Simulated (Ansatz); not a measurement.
Cubic perovskite LaAlO3 (cubic high-temperature phase) was calculated with PBEsol+SOC (Ansatz, an electronic-structure program, PAW).

Numerical settings: plane-wave cutoff 520 eV, 10×10×10 k mesh, Fermi–Dirac smearing 0.01 eV, PAW data made under PBE.

Computed at the level's own relaxed cell.

### Question
What does this level give for the band gap, lattice constant a, pressure derivative B′ of the bulk modulus, bulk modulus B0 and volume per atom?

### Answer

- band gap = 3.44 eV (indirect)
- lattice constant a = 3.772 Å
- pressure derivative B′ of the bulk modulus = 4.3
- bulk modulus B0 = 208 GPa
- volume per atom = 10.73 Å³/atom

Measured, for comparison: bulk modulus 215 ± 4 GPa (room temperature, no zero-point or thermal correction, cubic phase above 14 GPa, extrapolated to zero pressure; as tabulated in Guennou et al. (2011), arXiv:1105.1276). Computed (rounded) less measured: bulk modulus -3 %.

Note: the relaxation could not lower the start's symmetry, so the cell can be a saddle point above a distorted one.

The computed numbers hold no vibrational or temperature effects.

It cost about 5 core-minutes (a rough figure) of CPU time.
